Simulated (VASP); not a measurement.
# ZnO in VASP: one cell, several levels of theory

Aim: gap, levels, forces and stress of rocksalt ZnO, under -3.0 % equal strain in all directions at fixed geometry. Runs: PBE, r2SCAN. The results are then set beside those of Ansatz 0.2.0 for the same cell. This is a trial cell built on a prototype, not taken from a measured structure, and it needn't be the compound's ground state.

Code: VASP 6.6.1. PAW datasets, plane waves. Simulation only: spin-unpolarised, and no claim that this is the phase found in nature.

## (1) The cell

The cell comes from an earlier relaxation with r2SCAN in another program.

It is cubic, Fm-3m (No. 225); a = 4.140 Å in the conventional setting, 8.87 Å³ an atom. Around Zn lie 6 O at 2.07 Å; around O lie 6 Zn at 2.07 Å.

As a file:

Space group Fm-3m (No. 225). a = 4.140 Å, b = 4.140 Å, c = 4.140 Å, α = 90.00°, β = 90.00°, γ = 90.00°
```csv
atom,site,symmetry,x,y,z
Zn,4a,m-3m,0.0000,0.0000,0.0000
O,4b,m-3m,0.5000,0.0000,0.0000
```

## (2) Single point with PBE

INCAR reads:

```
ENCUT = 520.000000
SIGMA = 0.020000
EDIFF = 1.00e-07
GGA = PE
PREC = Accurate
IBRION = -1
ISIF = 2
ISMEAR = -1
NBANDS = 16
NELM = 120
NSW = 0
LASPH = .TRUE.
LCHARG = .FALSE.
LWAVE = .FALSE.
LREAL = .FALSE.
```

KPOINTS reads:

```
KPOINTS created by Atomic Simulation Environment
0
Gamma
10 10 10
0 0 0
```

KPOINTS_OPT reads:

```
special points
6
Reciprocal
0.0000000000 0.0000000000 0.0000000000 1
0.5000000000 0.0000000000 0.5000000000 1
0.6250000000 0.2500000000 0.6250000000 1
0.3750000000 0.3750000000 0.7500000000 1
0.5000000000 0.5000000000 0.5000000000 1
0.5000000000 0.2500000000 0.7500000000 1
```

POSCAR reads:

```
Zn O
 1.0000000000000000
     0.0000000000000000    2.0697572748000002    2.0697572748000002
     2.0697572748000002    0.0000000000000000    2.0697572748000002
     2.0697572748000002    2.0697572748000002    0.0000000000000000
 Zn  O
   1   1
Cartesian
  0.0000000000000000  0.0000000000000000  0.0000000000000000
  2.0697572748000006  2.0697572748000006  2.0697572748000006
```

The run uses the recommended PBE PAW datasets (18 valence electrons a neutral cell).

Run with:

```console
mpirun -np 1 vasp_std
```

Printed to the terminal (iteration lines stand in OSZICAR):

```text
POSCAR found type information on POSCAR ZnO
 POSCAR found :  2 types and       2 ions
 LDA part: xc-table for (Slater+PW92), standard interpolation
 POSCAR, INCAR and KPOINTS ok, starting setup
 FFT: planning ... GRIDC
 FFT: planning ... GRID_SOFT
 FFT: planning ... GRID
 WAVECAR not read
 entering main loop
 Start KPOINTS_OPT (optional k-point list driver)
k-point batch [1-6\6]
```

OSZICAR:

```text
N       E                     dE             d eps       ncg     rms          rms(c)
DAV:   1     0.841014440371E+02    0.84101E+02   -0.98173E+03  1664   0.180E+03
DAV:   2    -0.611208627421E+01   -0.90214E+02   -0.82444E+02  1656   0.296E+02
DAV:   3    -0.987008195388E+01   -0.37580E+01   -0.37465E+01  1776   0.595E+01
DAV:   4    -0.988492668696E+01   -0.14845E-01   -0.14844E-01  1784   0.373E+00
DAV:   5    -0.988496913503E+01   -0.42448E-04   -0.42448E-04  1856   0.192E-01    0.110E+01
DAV:   6    -0.839687018119E+01    0.14881E+01   -0.24825E+00  2144   0.474E+01    0.769E+00
DAV:   7    -0.840692946864E+01   -0.10059E-01   -0.53390E-01  1744   0.109E+01    0.430E+00
DAV:   8    -0.839551735826E+01    0.11412E-01   -0.45218E-02  1584   0.209E+00    0.692E-01
DAV:   9    -0.839326139549E+01    0.22560E-02   -0.43546E-03  2312   0.163E+00    0.574E-02
DAV:  10    -0.839336732227E+01   -0.10593E-03   -0.67319E-04  1656   0.228E-01    0.280E-02
DAV:  11    -0.839338047621E+01   -0.13154E-04   -0.12699E-05  1792   0.563E-02    0.585E-03
DAV:  12    -0.839338035062E+01    0.12560E-06   -0.98934E-07  1888   0.203E-02    0.356E-03
DAV:  13    -0.839337997785E+01    0.37277E-06   -0.36019E-07  1800   0.131E-02    0.251E-04
DAV:  14    -0.839337991469E+01    0.63161E-07   -0.59928E-08   936   0.217E-03
   1 F= -.83933799E+01 E0= -.83933799E+01  d E =-.388501E-12
       N       E                     dE             ncg
DAV:   1     0.122466165130E+04   -0.41458E+04      208
DAV:   2     0.701155680627E+03   -0.52351E+03      200
DAV:   3     0.680145883906E+03   -0.21010E+02      224
DAV:   4     0.680070491607E+03   -0.75392E-01      272
DAV:   5     0.680070324143E+03   -0.16746E-03      216
DAV:   6     0.680070323487E+03   -0.65597E-06      272
DAV:   7     0.680070323484E+03   -0.33403E-08      168
```

The lines after F= are the extra pass for the points of KPOINTS_OPT, at fixed density; their E is not a total energy.

OUTCAR, selected sections:

```text
k-points           NKPTS =     47   k-points in BZ     NKDIM =     47   number of bands    NBANDS=     16

   NELECT =      18.0000    total number of electrons

   dimension x,y,z NGX =    24 NGY =   24 NGZ =   24
   dimension x,y,z NGXF=    48 NGYF=   48 NGZF=   48

  energy-cutoff  :      520.00
  volume of cell :       17.73
      direct lattice vectors                 reciprocal lattice vectors
     0.000000000  2.069757275  2.069757275    -0.241574220  0.241574220  0.241574220
     2.069757275  0.000000000  2.069757275     0.241574220 -0.241574220  0.241574220
     2.069757275  2.069757275  0.000000000     0.241574220  0.241574220 -0.241574220

 k-points in reciprocal lattice and weights: KPOINTS created by Atomic Simulation Env
   0.00000000  0.00000000  0.00000000       0.001
   0.10000000  0.00000000  0.00000000       0.008
   0.20000000  0.00000000  0.00000000       0.008
   0.30000000  0.00000000  0.00000000       0.008
   0.40000000  0.00000000  0.00000000       0.008
   0.50000000  0.00000000  0.00000000       0.004
   0.10000000  0.10000000  0.00000000       0.006
   0.20000000  0.10000000  0.00000000       0.024
[... 39 more k-points ...]

 E-fermi :   4.3334

 k-point     1 :       0.0000    0.0000    0.0000
  band No.  band energies     occupation
      1     -15.7570      2.00000
      2      -1.2340      2.00000
      3      -1.2340      2.00000
      4      -1.2340      2.00000
      5      -0.9676      2.00000
      6      -0.9676      2.00000
      7       2.0707      2.00000
      8       2.0707      2.00000
      9       2.0707      2.00000
     10       5.2155      0.00000
     11      22.4122      0.00000
     12      22.4122      0.00000
     13      22.4122      0.00000
     14      22.4683      0.00000
     15      24.6930      0.00000
     16      24.6930      0.00000

 k-point     2 :       0.1000    0.0000    0.0000
  band No.  band energies     occupation
      1     -15.6249      2.00000
      2      -1.3548      2.00000
      3      -1.2688      2.00000
      4      -1.2688      2.00000
      5      -1.0900      2.00000
      6      -1.0900      2.00000
      7       1.2948      2.00000
      8       2.2970      2.00000
      9       2.2970      2.00000
     10       6.1089      0.00000
     11      19.4485      0.00000
     12      21.8516      0.00000
     13      21.8516      0.00000
     14      23.5786      0.00000
     15      24.4613      0.00000
     16      24.4613      0.00000

 k-point     3 :       0.2000    0.0000    0.0000
  band No.  band energies     occupation
      1     -15.2580      2.00000
      2      -1.9445      2.00000
      3      -1.6513      2.00000
      4      -1.6513      2.00000
      5      -1.0230      2.00000
      6      -1.0230      2.00000
      7       0.3496      2.00000
      8       2.7998      2.00000
      9       2.7998      2.00000
     10       7.6028      0.00000
     11      16.7835      0.00000
     12      20.2587      0.00000
     13      20.2587      0.00000
     14      23.5613      0.00000
     15      25.0995      0.00000
     16      25.0995      0.00000

 k-point     4 :       0.3000    0.0000    0.0000
  band No.  band energies     occupation
      1     -14.7501      2.00000
      2      -3.0689      2.00000
      3      -2.0776      2.00000
      4      -2.0776      2.00000
      5      -0.8756      2.00000
      6      -0.8756      2.00000
      7       0.0741      2.00000
      8       3.3255      2.00000
      9       3.3255      2.00000
     10       8.8078      0.00000
     11      14.8947      0.00000
     12      18.6579      0.00000
     13      18.6579      0.00000
     14      23.6643      0.00000
     15      26.5680      0.00000
     16      26.5680      0.00000

 k-point     5 :       0.4000    0.0000    0.0000
  band No.  band energies     occupation
      1     -14.2784      2.00000
      2      -4.0750      2.00000
      3      -2.3740      2.00000
      4      -2.3740      2.00000
      5      -0.7503      2.00000
      6      -0.7503      2.00000
      7       0.0993      2.00000
      8       3.7115      2.00000
      9       3.7115      2.00000
     10       9.3416      0.00000
     11      14.0092      0.00000
     12      17.5604      0.00000
     13      17.5604      0.00000
     14      23.9846      0.00000
     15      28.4823      0.00000
     16      28.4823      0.00000

[... the tables of k-points 6 to 47 left out ...]

  Total        3.5568367      3.5568367      3.5568367      0.0000000      0.0000000      0.0000000
  in kB      321.3558864    321.3558864    321.3558864      0.0000000      0.0000000      0.0000000
  external PRESSURE =     321.3558864 kB  Pullay stress =       0.0000000 kB

 POSITION                                       TOTAL-FORCE (eV/Angst)
 -----------------------------------------------------------------------------------
      0.00000      0.00000      0.00000        -0.000000      0.000000     -0.000000
      2.06976      2.06976      2.06976         0.000000     -0.000000      0.000000
 -----------------------------------------------------------------------------------
    total drift:                                0.000000     -0.000000     -0.000000

  FREE ENERGIE OF THE ION-ELECTRON SYSTEM (eV)
  ---------------------------------------------------
  free  energy   TOTEN  =        -8.3933799147 eV

  energy  without entropy=       -8.3933799147  energy(sigma->0) =       -8.39337991
```

Hardware: 1 MPI rank of Intel Xeon 6975P-C, shared host.

The levels at the points of KPOINTS_OPT are read from vasprun.xml.

Levels at the named points, in eV from the top of band v (v: the last filled band by count, c: the next):

| point | v−1 | v | c | c+1 |
| --- | --- | --- | --- | --- |
| Γ | -1.78 | -1.78 | 1.36 | 18.56 |
| X | -3.40 | -3.40 | 4.66 | 11.29 |
| U | -3.27 | -1.67 | 6.60 | 10.22 |
| K | -3.27 | -1.67 | 6.60 | 10.22 |
| L | 0.00 | 0.00 | 5.55 | 9.98 |
| W | -3.74 | -2.28 | 7.52 | 10.94 |

PBE gives an indirect gap of 1.36 eV, from L to Γ; the least direct gap is 3.14 eV. The pressure is 32.14 GPa; the forces vanish within 0.01 eV/Å.

(Part 1 of 2 ends here.)
